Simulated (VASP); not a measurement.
## TePb in VASP 6.6.1, relaxation

INCAR

```
EDIFFG = -5E-3
LWAVE = .FALSE.
ISMEAR = -1
ENCUT = 600
NSW = 40
PREC = Accurate
LCHARG = .FALSE.
LREAL = .FALSE.
ISIF = 3
LASPH = .TRUE.
IBRION = 2
GGA = PE
NELM = 120
NBANDS = 17
IVDW = 10
EDIFF = 1E-7
SIGMA = 0.02
```

KPOINTS

```
KPOINTS created by Atomic Simulation Environment
0
Gamma
6 6 6
0 0 0
```

POSCAR

```
Pb Te
 1.0000000000000000
     0.0000000000000000    3.2554472279000000    3.2554472279000000
     3.2554472279000000    0.0000000000000000    3.2554472279000000
     3.2554472279000000    3.2554472279000000    0.0000000000000000
 Pb  Te
   1   1
Cartesian
  0.0000000000000000  0.0000000000000000  0.0000000000000000
  1.6277236139500000  1.6277236139500000  1.6277236139500000
```

The recommended PBE PAW datasets give the neutral cell 20 valence electrons.

Command

```
mpirun -np 1 vasp_std
```

OSZICAR

```
N       E                     dE             d eps       ncg     rms          rms(c)
DAV:   1     0.164360631714E+03    0.16436E+03   -0.10003E+04   552   0.125E+03
DAV:   2     0.660296072247E+01   -0.15776E+03   -0.15325E+03   547   0.311E+02
DAV:   3    -0.563478243828E+01   -0.12238E+02   -0.12146E+02   706   0.928E+01
DAV:   4    -0.599895999448E+01   -0.36418E+00   -0.36391E+00   703   0.177E+01
DAV:   5    -0.601609226543E+01   -0.17132E-01   -0.17132E-01   793   0.366E+00    0.819E+00
DAV:   6    -0.590867935975E+01    0.10741E+00   -0.17539E-01   732   0.292E+00    0.519E+00
DAV:   7    -0.589607863823E+01    0.12601E-01   -0.11589E-01   647   0.158E+00    0.768E-01
DAV:   8    -0.589528277072E+01    0.79587E-03   -0.13126E-02   653   0.871E-01    0.405E-01
DAV:   9    -0.589582088724E+01   -0.53812E-03   -0.15917E-03   626   0.194E-01    0.986E-02
DAV:  10    -0.589580564796E+01    0.15239E-04   -0.73605E-05   706   0.581E-02    0.501E-02
...
DAV:   8    -0.712558712531E+01   -0.37195E-07   -0.27282E-08   505   0.101E-03
   4 F= -.75932402E+01 E0= -.75932402E+01  d E =-.888035E+00
       N       E                     dE             d eps       ncg     rms          rms(c)
DAV:   1    -0.712500267170E+01    0.58442E-03   -0.68727E-03   691   0.123E+00    0.806E-02
DAV:   2    -0.712480660723E+01    0.19606E-03   -0.37492E-04   689   0.294E-01    0.294E-02
DAV:   3    -0.712477324152E+01    0.33366E-04   -0.13950E-04   685   0.162E-01    0.546E-03
DAV:   4    -0.712477433984E+01   -0.10983E-05   -0.27042E-06   572   0.131E-02    0.469E-03
DAV:   5    -0.712477568026E+01   -0.13404E-05   -0.81775E-07   610   0.773E-03    0.935E-04
DAV:   6    -0.712477560322E+01    0.77036E-07   -0.89331E-08   302   0.468E-03
   5 F= -.75932490E+01 E0= -.75932490E+01  d E =-.871003E-05
```

Standard output (part)

```
POSCAR found type information on POSCAR PbTe
 POSCAR found :  2 types and       2 ions
 LDA part: xc-table for (Slater+PW92), standard interpolation
 POSCAR, INCAR and KPOINTS ok, starting setup
 WAVECAR not read
 entering main loop
 curvature:   0.00 expect dE= 0.000E+00 dE for cont linesearch  0.000E+00
 search vector abs. value=  0.293E+01
 bond charge predicted
 trial-energy change:   -0.795903  1 .order   -1.122449   -2.929072    0.684174
 bond charge predicted
 curvature:  -0.26 expect dE=-0.140E-03 dE for cont linesearch -0.140E-03
 ZBRENT: interpolating
 opt :   0.7127  next Energy=    -7.593332 (dE=-0.888E+00)
 bond charge predicted
 curvature:  -0.62 expect dE=-0.117E-04 dE for cont linesearch -0.117E-04
 ZBRENT: accuracy reached
 search vector abs. value=  0.190E-04
 bond charge predicted
 reached required accuracy - stopping structural energy minimisation
```

From OUTCAR

```
k-points           NKPTS =     16   k-points in BZ     NKDIM =     16   number of bands    NBANDS=     17

   NELECT =      20.0000    total number of electrons

   dimension x,y,z NGX =    40 NGY =   40 NGZ =   40
   dimension x,y,z NGXF=    80 NGYF=   80 NGZF=   80

  energy-cutoff  :      600.00
  volume of cell :       94.10
      direct lattice vectors                 reciprocal lattice vectors
    -0.000000000  3.610165532  3.610165532    -0.138497804  0.138497804  0.138497804
     3.610165532  0.000000000  3.610165532     0.138497804 -0.138497804  0.138497804
     3.610165532  3.610165532  0.000000000     0.138497804  0.138497804 -0.138497804

 k-points in reciprocal lattice and weights: KPOINTS created by Atomic Simulation Env
   0.00000000  0.00000000  0.00000000       0.005
   0.16666667  0.00000000  0.00000000       0.037
   0.33333333  0.00000000  0.00000000       0.037
   0.50000000  0.00000000  0.00000000       0.019
   0.16666667  0.16666667  0.00000000       0.028
   0.33333333  0.16666667  0.00000000       0.111
   0.50000000  0.16666667  0.00000000       0.111
  -0.33333333  0.16666667  0.00000000       0.111
   ...

 E-fermi :   3.2387

 k-point     1 :       0.0000    0.0000    0.0000
  band No.  band energies     occupation
      1     -13.9329      2.00000
      2     -13.9329      2.00000
      3     -13.9329      2.00000
      4     -13.9061      2.00000
      5     -13.9061      2.00000
      6      -8.5048      2.00000
      7      -3.1342      2.00000
      8       1.5115      2.00000
      9       1.5115      2.00000
     10       1.5115      2.00000
     11       4.5272      0.00000
     12       4.5272      0.00000
     13       4.5272      0.00000
     14       7.1200      0.00000
     15      10.0871      0.00000
     16      10.0871      0.00000
     17      10.9735      0.00000

 k-point     2 :       0.1667    0.0000    0.0000
  band No.  band energies     occupation
      1     -13.9356      2.00000
      2     -13.9315      2.00000
      3     -13.9315      2.00000
      4     -13.9060      2.00000
      5     -13.9060      2.00000
      6      -8.3573      2.00000
      7      -3.5726      2.00000
      8       1.3368      2.00000
      9       1.3368      2.00000
     10       1.4496      2.00000
     11       4.7378      0.00000
     12       4.8074      0.00000
     13       4.8074      0.00000
     14       8.0189      0.00000
     15       9.5037      0.00000
     16       9.5037      0.00000
     17      10.4674      0.00000

 k-point     3 :       0.3333    0.0000    0.0000
  band No.  band energies     occupation
      1     -13.9410      2.00000
      2     -13.9289      2.00000
      3     -13.9289      2.00000
      4     -13.9056      2.00000
      5     -13.9056      2.00000
      6      -7.9951      2.00000
      7      -4.4229      2.00000
      8       1.0553      2.00000
      9       1.0553      2.00000
     10       1.1834      2.00000
     11       5.2237      0.00000
     12       5.2237      0.00000
     13       5.8455      0.00000
     14       8.7248      0.00000
     15       9.6194      0.00000
     16       9.6194      0.00000
     17      10.8073      0.00000

 ...

  Total       0.00068     0.00068     0.00068     0.00000     0.00000     0.00000
  in kB       0.01166     0.01166     0.01166     0.00000     0.00000     0.00000
  external pressure =        0.01 kB  Pullay stress =        0.00 kB

 POSITION                                       TOTAL-FORCE (eV/Angst)
 -----------------------------------------------------------------------------------
      0.00000      0.00000      0.00000        -0.000000      0.000000      0.000000
      1.80508      1.80508      1.80508         0.000000     -0.000000     -0.000000
 -----------------------------------------------------------------------------------
    total drift:                                0.000000      0.000000      0.000000

  FREE ENERGIE OF THE ION-ELECTRON SYSTEM (eV)
  ---------------------------------------------------
  free  energy   TOTEN  =        -7.5932489526 eV

  energy  without entropy=       -7.5932489513  energy(sigma->0) =       -7.59324895
```

```csv
ionic step,ΔE (meV/atom),volume (Å³),largest force (eV/Å),pressure (GPa),electronic steps
1,0.0,69.00,0.000,14.77,15
2,-398.0,105.89,0.000,-2.25,14
3,-443.9,93.55,0.000,0.15,12
4,-444.0,94.21,0.000,-0.03,8
5,-444.0,94.10,0.000,0.00,6
```

It converged. Results: relaxed cell vector lengths 5.106, 5.106, 5.106 Å; relaxed cell volume 94.10 Å³.

 The volume moved far on the plane waves of the start cell, so a restart from CONTCAR is due.

For comparison, a separate PBE relaxation on usual settings, not on those above, ends at 98.63 Å³.

The run above took about 2.3 min on one core of a shared host (Intel Xeon Platinum 8488C) and held 0.26 GiB at most.
